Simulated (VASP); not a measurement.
# Cs4H5 (a cell with a defect) in VASP: a series of runs

Runs on Cs4H5 (a cell with a defect). Level: LDA. Tasks: single point.

All numbers are computed with VASP 6.6.1; they aren't measurements. Logs are shortened: lines on timing, memory, paths and dates and some standing lists are left out, and cuts for length are marked.

### 1 Starting point

The cell holds a defect, 9 atoms: a = 9.017 Å, b = 9.017 Å, c = 4.509 Å, α = 60.00°, β = 60.00°, γ = 60.00°.

### 2 Single point, LDA

Input file INCAR:

```
SYSTEM = Cs4H5
  ALGO = Fast
  EDIFF = 1E-6
  ENCUT = 520
  GGA = CA
  ISIF = 2
  ISMEAR = 0
  LASPH = .True.
  LCHARG = .True.
  LELF = .True.
  LREAL = .False.
  LVHAR = .True.
  LWAVE = .False.
  NBANDS = 30
  NELM = 100
  PREC = Accurate
  SIGMA = 0.05
```

Input file KPOINTS:

```
k-points
0
Gamma
  3 3 3
  0 0 0
```

Input file POSCAR:

```
Cs4H5
1.0
    0.0000000000      6.3760000000      6.3760000000
    6.3760000000      0.0000000000      6.3760000000
    3.1880000000      3.1880000000      0.0000000000
Cs H
4 5
Direct
    0.0000000000      0.0000000000      0.0000000000
    0.0000000000      0.5000000000      0.0000000000
    0.5000000000      0.0000000000      0.0000000000
    0.5000000000      0.5000000000      0.0000000000
    0.2500000000      0.2500000000      0.5000000000
    0.2500000000      0.7500000000      0.5000000000
    0.7500000000      0.2500000000      0.5000000000
    0.7500000000      0.7500000000      0.5000000000
    0.1373311637      0.1373311637      0.2253376725
```

Potentials or basis: VASP PAW LDA potentials, release 64 (Cs_sv, H).

On the command line:

```
cat potpaw_LDA.64/Cs_sv/POTCAR potpaw_LDA.64/H/POTCAR > POTCAR
mpirun -np 1 vasp_std > vasp.out
```

OUTCAR:

```text
SYSTEM = Cs4H5
   EDIFF = 1E-6
   ENCUT = 520
   GGA = CA
   ISIF = 2
   ISMEAR = 0
   LASPH = .True.
   LREAL = .False.
   NELM = 100
   PREC = Accurate

 ion  position               nearest neighbor table
   1  0.000  0.000  0.000-
   2  0.000  0.500  0.000-
   3  0.500  0.000  0.000-
   4  0.500  0.500  0.000-
   5  0.250  0.250  0.500-
   6  0.250  0.750  0.500-
   7  0.750  0.250  0.500-
   8  0.750  0.750  0.500-
   9  0.137  0.137  0.225-

  LATTYP: Found a base centered orthorhombic cell.
 ALAT       =     9.0170256737
 B/A-ratio  =     1.4142135624
 C/A-ratio  =     0.5000000000

  Lattice vectors:

 A1 = (  -3.1880000000,   3.1880000000,  -6.3760000000)
 A2 = (  -3.1880000000,   3.1880000000,   6.3760000000)
 A3 = (   3.1880000000,   3.1880000000,   0.0000000000)

Analysis of symmetry for initial positions (statically):
=====================================================================
 Subroutine PRICEL returns:
 Original cell was already a primitive cell.

 Routine SETGRP: Setting up the symmetry group for a
 base centered orthorhombic supercell.

 Subroutine GETGRP returns: Found  4 space group operations
 (whereof  4 operations were pure point group operations)
 out of a pool of  8 trial point group operations.

The static configuration has the point symmetry C_2v.

Analysis of symmetry for dynamics (positions and initial velocities):
=====================================================================
 Subroutine PRICEL returns:
 Original cell was already a primitive cell.

 Routine SETGRP: Setting up the symmetry group for a
 base centered orthorhombic supercell.

 Subroutine GETGRP returns: Found  4 space group operations
 (whereof  4 operations were pure point group operations)
 out of a pool of  8 trial point group operations.

The dynamic configuration has the point symmetry C_2v.

 Subroutine INISYM returns: Found  4 space group operations
 (whereof  4 operations are pure point group operations),
 and found     1 'primitive' translations

----------------------------------------------------------------------------------------

                                     Primitive cell

  volume of cell :     259.2059

  direct lattice vectors                    reciprocal lattice vectors
     0.000000000  6.376000000  6.376000000    -0.078419072  0.078419072  0.078419072
     6.376000000  0.000000000  6.376000000     0.078419072 -0.078419072  0.078419072
     3.188000000  3.188000000  0.000000000     0.156838143  0.156838143 -0.156838143

  length of vectors
     9.017025674  9.017025674  4.508512837     0.135825816  0.135825816  0.271651632

  position of ions in fractional coordinates (direct lattice)
     0.000000000  0.000000000  0.000000000
     0.000000000  0.500000000  0.000000000
     0.500000000  0.000000000  0.000000000
     0.500000000  0.500000000  0.000000000
     0.250000000  0.250000000  0.500000000
     0.250000000  0.750000000  0.500000000
     0.750000000  0.250000000  0.500000000
     0.750000000  0.750000000  0.500000000
     0.137331164  0.137331164  0.225337672

  ion indices of the primitive-cell ions
   primitive index   ion index
                 1           1
                 2           2
                 3           3
                 4           4
                 5           5
                 6           6
                 7           7
                 8           8
                 9           9

----------------------------------------------------------------------------------------

 KPOINTS: k-points

Automatic generation of k-mesh.
 Grid dimensions read from file:
 generate k-points for:    3    3    3

 Generating k-lattice:

  Cartesian coordinates                     Fractional coordinates (reciprocal lattice)
    -0.026139691  0.026139691  0.026139691     0.333333333  0.000000000  0.000000000
     0.026139691 -0.026139691  0.026139691     0.000000000  0.333333333  0.000000000
     0.052279381  0.052279381 -0.052279381     0.000000000  0.000000000  0.333333333

  Length of vectors
     0.045275272  0.045275272  0.090550544

  Shift w.r.t. Gamma in fractional coordinates (k-lattice)
     0.000000000  0.000000000  0.000000000

 Subroutine IBZKPT returns following result:
 ===========================================

 Found      8 irreducible k-points:

 Following reciprocal coordinates:
            Coordinates               Weight
  0.000000  0.000000  0.000000      1.000000
  0.333333  0.000000  0.000000      4.000000
  0.333333  0.333333  0.000000      2.000000
 -0.333333  0.333333  0.000000      2.000000
  0.000000  0.000000  0.333333      4.000000
  0.333333  0.000000  0.333333      8.000000
 -0.333333  0.000000  0.333333      4.000000
  0.333333  0.333333  0.333333      2.000000
   k-points           NKPTS =      8   k-points in BZ     NKDIM =      8   number of bands    NBANDS=     30
   number of dos      NEDOS =    301   number of ions     NIONS =      9
   total plane-waves  NPLWV = 176400
   dimension x,y,z NGX =    70 NGY =   70 NGZ =   36
   dimension x,y,z NGXF=   140 NGYF=  140 NGZF=   72
   ions per type =               4   5
   NGX,Y,Z   is equivalent  to a cutoff of  12.91, 12.91, 13.27 a.u.
   NGXF,Y,Z  is equivalent  to a cutoff of  25.81, 25.81, 26.55 a.u.
 SYSTEM =  Cs4H5
   PREC   = accura    normal or accurate (medium, high low for compatibility)
   ISTART =      0    job   : 0-new  1-cont  2-samecut
   ICHARG =      2    charge: 1-file 2-atom 10-const
   ISPIN  =      1    spin polarized calculation?
   LNONCOLLINEAR =      F non collinear calculations
   LSORBIT =      F    spin-orbit coupling
   LASPH  =      T    aspherical Exc in radial PAW
   ENCUT  =  520.0 eV  38.22 Ry    6.18 a.u.  16.77 16.77  8.38*2*pi/ulx,y,z
   NELM   =    100;   NELMIN=  2; NELMDL= -5     # of ELM steps
   EDIFF  = 0.1E-05   stopping-criterion for ELM
   LREAL  =      F    real-space projection
   EDIFFG = 0.1E-04   stopping-criterion for IOM
   NSW    =      0    number of steps for IOM
   IBRION =     -1    ionic relax: 0-MD 1-quasi-New 2-CG
   NFREE  =      0    steps in history (QN), initial steepest desc. (CG)
   ISIF   =      2    stress and relaxation
   ISYM   =      2    0-nonsym 1-usesym 2-fastsym
   POTIM  = 0.5000    time-step for ionic-motion
   TEBEG  =    0.0;   TEEND  =   0.0 temperature during run
   PSTRESS=    0.0 pullay stress
   NELECT =      41.0000    total number of electrons
   NUPDOWN=      -1.0000    fix difference up-down
   EMIN   =  10.00;   EMAX   =-10.00  energy-range for DOS
   EFERMI =   0.00;   METHOD = LEGACY
   ISMEAR =     0;   SIGMA  =   0.05  broadening in eV -4-tet -1-fermi 0-gaus
   EFERMI_NEDOS =   21; number of points for ismear=-14 and -15
   IALGO  =     68    algorithm
   IMIX   =      4    mixing-type and parameters
     AMIX     =   0.40;   BMIX     =  1.00
     AMIX_MAG =   1.60;   BMIX_MAG =  1.00
  volume/ion in A,a.u.               =      28.80       194.36
  Fermi-wavevector in a.u.,A,eV,Ry     =   0.885363  1.673093 10.665156  0.783867
  Thomas-Fermi vector in A             =   2.006386
   LORBIT       =      0    0 simple, 1 ext, 2 COOP (PROOUT), +10 PAW based schemes
   GGA     = CA    functional components
   LHFCALC =     F    Hartree Fock is set to
   AEXX    =    0.0000 exact exchange contribution
   IVDW    =     0    specifies the selected vdW correction
   LEPSILON=     F    determine dielectric tensor
   LRPA    =     F    only Hartree local field effects (RPA)
 non-spin polarized calculation
 RMM-DIIS sequential band-by-band and
 Gauss-broadening in eV      SIGMA  =   0.05
  energy-cutoff  :      520.00
  volume of cell :      259.21
 maximum number of plane-waves:      7014
 NGX is ok and might be reduce to    70
   NGX = 33   NGY = 33   NGZ = 17

 number of electron      40.9999999 magnetization

 Free energy of the ion-electron system (eV)
  ---------------------------------------------------
  ext. energy  EPLUGINS =         0.00000000
  ---------------------------------------------------
  free energy    TOTEN  =       -21.00656681 eV

  energy without entropy =      -20.99778351  energy(sigma->0) =      -21.00217516

 E-fermi :  -0.2193     XC(G=0):  -7.6436

 val. band max:       -0.2486592103   @ k =  -0.3333   0.0000   0.3333
 cond. band min:      -0.2109155327   @ k =   0.0000   0.0000   0.3333
 fundamental gap:      0.0377436776
 Fermi energy:        -0.2193195366

 k-point     1 :       0.0000    0.0000    0.0000
  band No.  band energies     occupation
      1     -21.5986      2.00000
      2     -21.2099      2.00000
      3     -21.1792      2.00000
      4     -20.9160      2.00000
      5      -8.7755      2.00000
      6      -8.7504      2.00000
[... 22 lines left out ...]
     29       5.0000      0.00000
     30       5.1670      0.00000

 k-point     2 :       0.3333    0.0000    0.0000
  band No.  band energies     occupation
      1     -21.5970      2.00000
      2     -21.2026      2.00000
      3     -21.1866      2.00000
      4     -20.9181      2.00000
      5      -8.7056      2.00000
      6      -8.6031      2.00000
[... 22 lines left out ...]
     29       5.0398      0.00000
     30       5.0623      0.00000

 k-point     3 :       0.3333    0.3333    0.0000
  band No.  band energies     occupation
      1     -21.5960      2.00000
      2     -21.2090      2.00000
      3     -21.1796      2.00000
      4     -20.9202      2.00000
      5      -8.6352      2.00000
      6      -8.6171      2.00000
[... 154 lines left out ...]
     29       4.9652      0.00000
     30       5.0119      0.00000

 k-point     8 :       0.3333    0.3333    0.3333
  band No.  band energies     occupation
      1     -21.5761      2.00000
      2     -21.1882      2.00000
      3     -21.1593      2.00000
      4     -20.8988      2.00000
      5      -8.5837      2.00000
      6      -8.5669      2.00000
[... 22 lines left out ...]
     29       5.3580      0.00000
     30       5.4136      0.00000

------------------------ aborting loop because EDIFF is reached ----------------------------------------

  FORCE on cell =-STRESS in cart. coord.  units (eV):
  Direction    XX          YY          ZZ          XY          YZ          ZX
  --------------------------------------------------------------------------------------
  -------------------------------------------------------------------------------------
  Total       -1.7901623     -1.7901623     -1.6782578     -0.6197813     -0.0000000     -0.0000000
  in kB      -11.0651694    -11.0651694    -10.3734768     -3.8309295     -0.0000000     -0.0000000
  external PRESSURE =     -10.8346052 kB  Pullay stress =       0.0000000 kB

 VOLUME and BASIS-vectors are now :
 -----------------------------------------------------------------------------
  energy-cutoff  :      520.00
  volume of cell :      259.21
      direct lattice vectors                 reciprocal lattice vectors
     0.000000000  6.376000000  6.376000000    -0.078419072  0.078419072  0.078419072
     6.376000000  0.000000000  6.376000000     0.078419072 -0.078419072  0.078419072
     3.188000000  3.188000000  0.000000000     0.156838143  0.156838143 -0.156838143

 POSITION                                       TOTAL-FORCE (eV/Angst)
 -----------------------------------------------------------------------------------
      0.00000      0.00000      0.00000        -0.000000     -0.000000     -0.060352
      3.18800      0.00000      3.18800         0.195306     -0.195306      0.118509
      0.00000      3.18800      3.18800        -0.195306      0.195306      0.118509
      3.18800      3.18800      6.37600         0.000000      0.000000      0.035437
      3.18800      3.18800      3.18800        -0.000000     -0.000000     -0.057572
      6.37600      3.18800      6.37600        -0.088785      0.088785     -0.016860
      3.18800      6.37600      6.37600         0.088785     -0.088785     -0.016860
      6.37600      6.37600      9.56400        -0.000000     -0.000000     -0.117762
      1.59400      1.59400      1.75125        -0.000000     -0.000000     -0.003047
 -----------------------------------------------------------------------------------
    total drift:                               -0.000000     -0.000000     -0.000080

  FREE ENERGIE OF THE ION-ELECTRON SYSTEM (eV)
  ---------------------------------------------------
  free  energy   TOTEN  =       -21.0065668085 eV

  energy  without entropy=      -20.9977835084  energy(sigma->0) =      -21.00217516
```

Run time: 93 s. Hardware: 1 thread of Intel Xeon Platinum 8488C (Sapphire Rapids), shared host; peak memory 0.33 GiB.

What came out:

- Free energy: -21.0066 eV
- Pressure: -1.1 GPa
- Largest force: 0.301 eV/Å
- Band gap on the k mesh: none (metal or under the smearing width)

Forces in eV/Å, atoms in the order of the input:
```
Cs   0.000  0.000 -0.060
Cs   0.195 -0.195  0.119
Cs  -0.195  0.195  0.119
Cs   0.000  0.000  0.035
H    0.000  0.000 -0.058
H   -0.089  0.089 -0.017
H    0.089 -0.089 -0.017
H    0.000  0.000 -0.118
H    0.000  0.000 -0.003
```

Caveat: the k mesh is coarse (spacing up to 0.57 Å⁻¹), so the values aren't converged. The run has no spin-orbit coupling, so splittings on Cs are missing.

### 3 Single point, LDA

Input file INCAR:

```
ALGO = Normal
EDIFF = 1E-6
ENCUT = 520
GGA = CA
ISIF = 2
ISMEAR = 0
LASPH = T
LCHARG = F
LREAL = F
LWAVE = F
NBANDS = 30
NELM = 100
PREC = Accurate
SIGMA = 0.05
```

Input file KPOINTS:

```
k-points
0
Gamma
  3 3 3
```

Changes to POSCAR since step 2:

```diff
@@ -16,2 +16,2 @@
     0.7500000000      0.7500000000      0.5000000000
-    0.1373311637      0.1373311637      0.2253376725
+   -0.0469114649      0.1819404799      0.3649709849
```

Potentials or basis: VASP PAW LDA potentials, release 64 (Cs_sv, H).

On the command line:

```
cat potpaw_LDA.64/Cs_sv/POTCAR potpaw_LDA.64/H/POTCAR > POTCAR
mpirun -np 1 vasp_std > vasp.out
```

OUTCAR:

```text
EDIFF = 1E-6
   ENCUT = 520
   GGA = CA
   ISIF = 2
   ISMEAR = 0
   LASPH = T
   LREAL = F
   NELM = 100
   PREC = Accurate

 ion  position               nearest neighbor table
   1  0.000  0.000  0.000-
   2  0.000  0.500  0.000-
   3  0.500  0.000  0.000-
   4  0.500  0.500  0.000-
   5  0.250  0.250  0.500-
   6  0.250  0.750  0.500-
   7  0.750  0.250  0.500-
   8  0.750  0.750  0.500-
   9  0.953  0.182  0.365-

[... 529 lines left out ...]
  Total       -1.6964451     -1.6964451     -1.8351083      0.6944921     -0.7845787      0.7845787
  in kB      -10.4858943    -10.4858943    -11.3429852      4.2927241     -4.8495582      4.8495583
  external PRESSURE =     -10.7715913 kB  Pullay stress =       0.0000000 kB

 VOLUME and BASIS-vectors are now :
 -----------------------------------------------------------------------------
  energy-cutoff  :      520.00
  volume of cell :      259.21
      direct lattice vectors                 reciprocal lattice vectors
     0.000000000  6.376000000  6.376000000    -0.078419072  0.078419072  0.078419072
     6.376000000  0.000000000  6.376000000     0.078419072 -0.078419072  0.078419072
     3.188000000  3.188000000  0.000000000     0.156838143  0.156838143 -0.156838143

 POSITION                                       TOTAL-FORCE (eV/Angst)
 -----------------------------------------------------------------------------------
      0.00000      0.00000      0.00000        -0.194281      0.194281     -0.046207
      3.18800      0.00000      3.18800         0.044641     -0.044641      0.280685
      0.00000      3.18800      3.18800         0.066404     -0.066404     -0.168558
      3.18800      3.18800      6.37600         0.098479     -0.098479      0.006191
      3.18800      3.18800      3.18800        -0.022450      0.022450      0.109495
      6.37600      3.18800      6.37600        -0.092674      0.092674      0.019351
      3.18800      6.37600      6.37600        -0.499203      0.499203      0.561391
      6.37600      6.37600      9.56400         0.016864     -0.016864     -0.053818
      2.32358      7.24042      7.23694         0.582221     -0.582221     -0.708530
 -----------------------------------------------------------------------------------
    total drift:                                0.000088     -0.000087     -0.000066

  FREE ENERGIE OF THE ION-ELECTRON SYSTEM (eV)
  ---------------------------------------------------
  free  energy   TOTEN  =       -21.3198253970 eV

  energy  without entropy=      -21.3049500521  energy(sigma->0) =      -21.31238772
```

stdout:

```text
POSCAR found type information on POSCAR CsH
 POSCAR found :  2 types and       9 ions
 scaLAPACK will be used
 LDA part: xc-table for (Slater(with rela. corr.)+CA(PZ))
 , standard interpolation
 POSCAR, INCAR and KPOINTS ok, starting setup
 FFT: planning ... GRIDC
 FFT: planning ... GRID_SOFT
 FFT: planning ... GRID
 WAVECAR not read
 entering main loop
```

It took 89 s on 1 thread of Intel Xeon Platinum 8488C (Sapphire Rapids), shared host; peak memory 0.33 GiB.

Results:

```yaml
Free_energy: -21.3198 eV
Pressure: -1.1 GPa
Largest_force: 1.086 eV/Å
Band_gap_on_the_k_mesh: none (metal or under the smearing width)
```

Forces on the atoms (eV/Å):
```
Cs  -0.194  0.194 -0.046
Cs   0.045 -0.045  0.281
Cs   0.066 -0.066 -0.169
Cs   0.098 -0.098  0.006
H   -0.022  0.022  0.109
H   -0.093  0.093  0.019
H   -0.499  0.499  0.561
H    0.017 -0.017 -0.054
H    0.582 -0.582 -0.709
```

Caveat: the k mesh is coarse (spacing up to 0.57 Å⁻¹), so the values aren't converged. Spin-orbit coupling is left out, which matters for the levels of Cs.

(Continued in part 2 of 2.)
